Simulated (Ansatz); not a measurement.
Cu:

```xyz
1
Lattice="0.0000 1.8075 1.8075 1.8075 0.0000 1.8075 1.8075 1.8075 0.0000" Properties=species:S:1:pos:R:3 pbc="T T T"
Cu    0.0000    0.0000    0.0000
```

| Property | Result |
| --- | --- |
| Program | Ansatz 0.2.0 |
| Task | relaxation of cell and atoms |
| Functional | revPBE |
| Dispersion | D3(BJ) |
| Potentials or basis | all-electron LAPW, scalar-relativistic |
| Basis error allowed | 0.001 eV/atom |
| k mesh | 13 × 13 × 13 |
| Occupations | fermi-dirac, width 0.05 eV |
| Spin | no spin polarisation |

At the start: volume 11.81 Å³/atom.

**Question.** Where does the relaxation end?

**Answer.** Over 6 steps the energy falls by 29.8 meV/atom and the volume is 10.99 Å³/atom (-7.0 %); space group Fm-3m (No. 225, to 0.05 Å).

The path:
| step | energy change (eV) | largest force (eV/Å) | volume (Å³) |
| --- | --- | --- | --- |
| 1 | 0.0000 | 0.0000 | 11.81 |
| 2 | -0.0227 | 0.0000 | 11.38 |
| 3 | -0.0296 | 0.0000 | 10.93 |
| 4 | -0.0298 | 0.0000 | 10.99 |
| 5 | -0.0298 | 0.0000 | 10.99 |
| 6 | -0.0298 | 0.0000 | 10.99 |

Final structure:
```cif
data_structure
_symmetry_space_group_name_H-M 'P 1'
_symmetry_Int_Tables_number 1
_cell_length_a 2.4955
_cell_length_b 2.4955
_cell_length_c 2.4955
_cell_angle_alpha 60.000
_cell_angle_beta 60.000
_cell_angle_gamma 60.000
_cell_volume 10.99
loop_
_atom_site_label
_atom_site_type_symbol
_atom_site_fract_x
_atom_site_fract_y
_atom_site_fract_z
_atom_site_occupancy
Cu1 Cu 0.00000 0.00000 0.00000 1
```
